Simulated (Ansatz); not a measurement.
# Dielectric response of CaO (001) films, part 5 of 5

How well do thin rocksalt CaO (001) films screen a perpendicular field?

Ansatz 0.2.0; plane-wave DFT, PBEsol, Ansatz PAW.

So far. Step 24 (Relaxing in the field, 16 atoms, units 8, field 0.05 …): The dipole is 0.0594 e·Å, and the gap on the mesh 3.063 eV. Step 25 (Field on, atoms free, 16 atoms, units 8, field -0.05 …): The dipole is -0.0594 e·Å, and the gap on the mesh 3.063 eV.

### 26. Response with the atoms relaxed, 16 atoms, units 8

This step: plane-wave DFT, PBEsol, Ansatz PAW; response to a field along the normal, atoms relaxed (Ansatz 0.2.0).

Local field over the applied field, running mean. From the potentials at -0.05 and 0.05 V/Å; running mean over 2.405 Å, taken twice. Table of local field over applied field by z:

```
z (Å)  local field over applied field
  4.5                           0.995
  5.0                           0.987
  5.5                           0.972
  6.0                           0.940
  6.5                           0.868
  7.0                           0.743
  7.5                           0.573
  8.0                           0.380
  8.5                           0.201
  9.0                          0.0753
  9.5                          0.0112
 10.0                         0.00385
 10.5                          0.0339
 11.0                          0.0655
 11.5                          0.0830
 12.0                          0.0921
 12.5                          0.0890
 13.0                          0.0765
 13.5                          0.0650
 14.0                          0.0604
 14.5                          0.0594
 15.0                          0.0629
 15.5                          0.0671
 16.0                          0.0705
 16.5                          0.0719
 17.0                          0.0725
 17.5                          0.0726
 18.0                          0.0723
 18.5                          0.0716
 19.0                          0.0696
 19.5                          0.0657
 20.0                          0.0615
 20.5                          0.0594
 21.0                          0.0614
 21.5                          0.0679
 22.0                          0.0809
 22.5                          0.0924
 23.0                          0.0899
 23.5                          0.0784
 24.0                          0.0561
 24.5                          0.0234
 25.0                         -8.1e-4
 25.5                          0.0262
 26.0                           0.110
 26.5                           0.257
 27.0                           0.443
 27.5                           0.634
 28.0                           0.790
 28.5                           0.898
 29.0                           0.953
 29.5                           0.978
 30.0                           0.991
```

The induced dipole is that of a conductor 18.59 Å thick.

### 27. Electronic ε from the series

This step: plane-wave DFT, PBEsol, Ansatz PAW; permittivity from the thickness series, atoms held (Ansatz 0.2.0).

Each added layer adds t(1 − 1/ε) to the dipole term, so the slope against thickness gives ε without a choice of where the film ends.

Numbers from this step:

```
slope                : 0.7415
intercept of the fit : 2.733 Å
ε of the interior    : 3.869
```

The equivalent conductor thickness by distance between the outer atoms:

```
distance between the outer atoms (Å)  equivalent conductor thickness (Å)
                                4.67                                6.20
                                9.42                                9.72
                               16.53                                15.0
```

By hand, from the thinnest and the thickest film: slope = (14.992 − 6.197) / (16.532 − 4.672) = 0.742, so ε = 1/(1 − 0.742) = 3.87.

### 28. Static ε from the series

This step: plane-wave DFT, PBEsol, Ansatz PAW; permittivity from the thickness series, atoms relaxed (Ansatz 0.2.0).

The same fit for the relaxed films. The nearer its slope lies to 1, the more ε hangs on small errors.

Numbers from this step:

```
slope                : 0.9275
intercept of the fit : 3.251 Å
ε of the interior    : 13.80
```

Table of equivalent conductor thickness by distance between the outer atoms:

```
distance between the outer atoms (Å)  equivalent conductor thickness (Å)
                                4.67                                7.59
                                9.42                                12.0
                               16.54                                18.6
```

By hand, from the thinnest and the thickest film: slope = (18.594 − 7.592) / (16.536 − 4.672) = 0.927, so ε = 1/(1 − 0.927) = 13.8. One nm of such a film has the capacitance of 3.9/13.8 = 0.28 nm of SiO₂ (its equivalent oxide thickness).

### 29. A changed input: efield.ramp_width = 0.15

This step: plane-wave DFT, PBEsol, Ansatz PAW (Ansatz 0.2.0).

System of this step: CaO (001), 3 units. The cell holds 6 atoms: 3 Ca and 3 O. Cell: a = 3.401 Å, b = 3.401 Å, c = 22.810 Å, α = 90.0°, β = 90.0°, γ = 90.0°. It derives from CaO (rocksalt CaO). Vacuum lies along c.

A run with a changed input: it repeats the earlier run at 0.1 V/Å, 3 units with efield.ramp_width from 0.06 to 0.15.

input.yaml

```yaml
crystal:
  lattice:
    - [3.40118362, 0.0, 0.0]
    - [0.0, 3.40118362, 0.0]
    - [0.0, 0.0, 22.81]
  atoms:
    - { symbol: Ca, position: [0.5, 0.5, 0.3975870931] }
    - { symbol: O, position: [0.0, 0.0, 0.3981614998] }
    - { symbol: Ca, position: [0.0, 0.0, 0.5000000005] }
    - { symbol: O, position: [0.5, 0.5, 0.4999999965] }
    - { symbol: Ca, position: [0.5, 0.5, 0.6024129103] }
    - { symbol: O, position: [0.0, 0.0, 0.6018384998] }
kpoints:
  mp_grid: { grid: [8, 8, 1] }
hamiltonian:
  xc: pbesol
scf:
  occupations: { method: fixed }
  convergence: { dr2_threshold: 1.0e-10 }
efield:
  axis: 3
  dipole_correction: true
  ramp_position: 0.97
  ramp_width: 0.15
  amplitude: 0.1
output:
  write_potential: true
  write_density: true
  volumetric_format: npy
```

Run with:

```console
$ ansatz run input.yaml --threads 4 --pin off --max-ram 6144MiB --backend cpu --events-out ev --progress --plain --runs-dir out
```

Numbers of over 12 decimals in the logs are rounded to 6 here.

What it wrote:

```text
[...]
Crystal: 6 atoms, lattice volume = 263.867 Å³
Basis set: ecut = 420 eV, 5185 PW (Γ)
Bands: 30, of which v1, the nominal top of the filled ones, is band 24 counted from 1 (23 counted from 0)
Symmetry: 8 space group operations
k-points: 15 of 64
[...]
SCF iter   1: F=—  HF=-7079.945060 eV  |F-HF|=—  |Δ(HF+E_count)|=         —  Δρ=7.77e-2  dr2=2.30e1  ethr=3.10e-3  p=0.053 e·Å  D=3.63e-2 V/Å  ΔV_dip=-0.83 eV  dr2_dipole=8.54e-4  V_vac-E_F(+/−)=13.89/12.85 eV  ⟨swp⟩=7.7  Hψ=2128  notcnv=0  defer=60
[...]
SCF iter  13: F=-7073.216990 eV  HF=-7073.216990 eV  |F-HF|=1.89e-10  |Δ(HF+E_count)|=   4.98e-9  Δρ=2.66e-7  dr2=8.02e-11  ethr=1.00e-12  p=0.040 e·Å  D=2.72e-2 V/Å  ΔV_dip=-0.62 eV  dr2_dipole=7.30e-14  V_vac-E_F(+/−)=4.82/3.57 eV  ⟨swp⟩=14.5  Hψ=2757  notcnv=0
SCF 1 converged in 13 iterations: F = -7073.216990 eV  dr2 = 8.02e-11
[...]
SCF converged after 13 iterations
[...]
Free energy (F): -7073.216990 eV
[...]
Internal energy: -7073.216990 eV  (E = F + TS)
E sigma→0 (E₀):  -7073.216990 eV
Fermi energy:    -0.466866 eV
Dipole field:    D = 0.027163 V/Å  (p = 0.039610 e·Å, saw-weighted, corrected)
Work function:   not extracted (applied field tilts the vacuum); planar V_es + V_field profile in the machine report
[...]
--- Band table (eV; the first three rows and the last of 15) ---
  k-point 0: bands = [... 20 lower, -0.6353, -0.6353, -0.4669, -0.4669, 2.4143, 2.8994, 3.1830, 3.7761, ... 2 higher]
  k-point 1: bands = [... 20 lower, -0.9012, -0.8241, -0.7925, -0.6349, 2.6268, 3.0917, 3.6087, 3.9895, ... 2 higher]
  k-point 2: bands = [... 20 lower, -1.4262, -1.1413, -1.0077, -1.0011, 3.1922, 3.6257, 4.5899, 4.6450, ... 2 higher]
  k-point 14: bands = [... 20 lower, -1.2086, -1.0121, -1.0121, -0.6054, 3.6232, 3.6232, 5.1539, 5.1539, ... 2 higher]
```

It took 4.1 s on 4 threads of Arm Neoverse V2, shared host; peak memory 0.5 GiB; 15 s of CPU time.

This step gave:

* gap on the k-mesh: 2.881 eV
* dipole along the normal: 0.03961 e·Å

```
                     quantity  this run  earlier run  difference
dipole along the normal (e·Å)   0.03961      0.03962     -8.1e-6
       gap on the k-mesh (eV)     2.881        2.874      0.0070
```

Nothing in the table moves by 0.01 in its unit (for the dipole 0.5 % and 5e-5 e·Å).

### 30. The same run with other settings

Another changed input: it repeats the earlier run at 0.1 V/Å, 3 units with scf.convergence.dr2_threshold from 1e-10 to 1e-11, scf.mixing.preconditioner to local_kerker, scf.eigensolver.kind to davidson and basis.precision to f64.

Edit input.yaml of step 29 so:

```diff
@@ -18,3 +18,5 @@
   occupations: { method: fixed }
-  convergence: { dr2_threshold: 1.0e-10 }
+  convergence: { dr2_threshold: 1.0e-11 }
+  mixing: { preconditioner: local_kerker }
+  eigensolver: { kind: davidson }
 efield:
@@ -23,3 +25,3 @@
   ramp_position: 0.97
-  ramp_width: 0.15
+  ramp_width: 0.06
   amplitude: 0.1
@@ -29 +31,3 @@
   volumetric_format: npy
+basis:
+  precision: f64
```

What it wrote:

```text
[...]
davidson cushion auto → on  (no smearing: the cushion is to keep the highest requested band from converging to the state above it; pin scf.eigensolver.cushion to override)
Crystal: 6 atoms, lattice volume = 263.867 Å³
Basis set: ecut = 420 eV, 5185 PW (Γ)
Bands: 30, of which v1, the nominal top of the filled ones, is band 24 counted from 1 (23 counted from 0)
Symmetry: 8 space group operations
k-points: 15 of 64
[...]
SCF iter  18: F=-7073.216990 eV  HF=-7073.216990 eV  |F-HF|=1.24e-10  |Δ(HF+E_count)|=  5.25e-10  Δρ=2.44e-8  dr2=4.59e-12  ethr=1.00e-12  p=0.040 e·Å  D=2.72e-2 V/Å  ΔV_dip=-0.62 eV  dr2_dipole=1.88e-14  V_vac-E_F(+/−)=4.82/3.36 eV  ⟨swp⟩=11.3  Hψ=1430  notcnv=0
SCF 1 converged in 18 iterations: F = -7073.216990 eV  dr2 = 4.59e-12
[...]
SCF converged after 18 iterations
[...]
Free energy (F): -7073.216990 eV
[...]
Internal energy: -7073.216990 eV  (E = F + TS)
E sigma→0 (E₀):  -7073.216990 eV
Fermi energy:    -0.392110 eV
Dipole field:    D = 0.027168 V/Å  (p = 0.039617 e·Å, saw-weighted, corrected)
Work function:   not extracted (applied field tilts the vacuum); planar V_es + V_field profile in the machine report
[...]
--- Band table (eV; the first three rows and the last of 15) ---
  k-point 0: bands = [... 20 lower, -0.5606, -0.5606, -0.3921, -0.3921, 2.4821, 2.9718, 3.2577, 3.6167, ... 2 higher]
  k-point 1: bands = [... 20 lower, -0.8265, -0.7493, -0.7177, -0.5601, 2.6940, 3.1650, 3.6832, 3.8253, ... 2 higher]
  k-point 2: bands = [... 20 lower, -1.3514, -1.0665, -0.9329, -0.9264, 3.2601, 3.6999, 4.4251, 4.7188, ... 2 higher]
  k-point 14: bands = [... 20 lower, -1.1338, -0.9373, -0.9373, -0.5307, 3.6979, 3.6979, 5.2287, 5.2287, ... 2 higher]
```

The job ended after 8.1 s (4 threads; peak memory 0.47 GiB).

Numbers from this step:

| Item | Value |
| --- | --- |
| gap on the k-mesh | 2.874 eV |
| dipole along the normal | 0.03962 e·Å |

```
                     quantity  this run  earlier run  difference
dipole along the normal (e·Å)   0.03962      0.03962     -3.1e-7
       gap on the k-mesh (eV)     2.874        2.874     -2.8e-5
```

Nothing in the table moves by 0.01 in its unit (for the dipole 0.5 % and 5e-5 e·Å). The run took 18 SCF cycles against 13.

### 31. What came out

```json
{
  "electronic ε from the thickness series": "3.87",
  "static ε from the thickness series": "13.8",
  "local electronic ε, middle of 8 units": "3.87"
}
```

What this shows: The films give an electronic ε of 3.87 and a static ε of 13.8. The slope of the series and the field inside the thickest film give 3.87 and 3.87, in agreement. Ions raise ε from 3.87 to 13.8. The in-plane lattice constants are held at typed bulk values. Semilocal functionals tend to overestimate the electronic ε a little.

[Logs are printed without paths, hosts, clocks, repeated set-up lines and the standing remarks that a program may print on its own settings, such as how far it seeks lower states.]

[Hosts, paths, dates, database ids (printed as entryN), source tags and the programs' standing remarks are cut or masked in the printed files.]

[Maps of the electrostatic potential energy from Ansatz leave out the sawtooth potential of an applied field or a dipole correction, so their vacuum need not be flat; planar profiles and work functions include it.]
